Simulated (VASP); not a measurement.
Input:

```
ZnTe
1.0
    0.00000     3.05000     3.05000
    3.05000     0.00000     3.05000
    3.05000     3.05000     0.00000
Zn Te
1 1
Direct
  0.00000   0.00000   0.00000
  0.25000   0.25000   0.25000
```

Method: PBE GGA, VASP's PBE PAW potentials (set 64) (plane waves; VASP). Settings: 350 eV cut-off, 7×7×7 Γ-centred mesh, Gaussian smearing of 0.050 eV, potentials Zn Te.

Energy and stress use the plane-wave basis of the starting cell.

Q: The ions, cell shape and volume are relaxed. Predict the relaxed structure.

A: 
```
ZnTe
1.0
    0.00000     3.08845     3.08845
    3.08845     0.00000     3.08845
    3.08845     3.08845     0.00000
Zn Te
1 1
Direct
  0.00000   0.00000   0.00000
  0.25000   0.25000   0.25000
```
Space group F-43m (216), at a tolerance of 0.03 Å.

Q: How do energy and volume change from the first to the last step?

A: The energy (σ→0) changes by -5.8 meV/atom and the volume by +3.8 %, in 3 ionic steps.

The compound is ZnTe in the zinc blende structure. This run relaxes it. Symmetry was kept, so distortions that lower it aren't found.
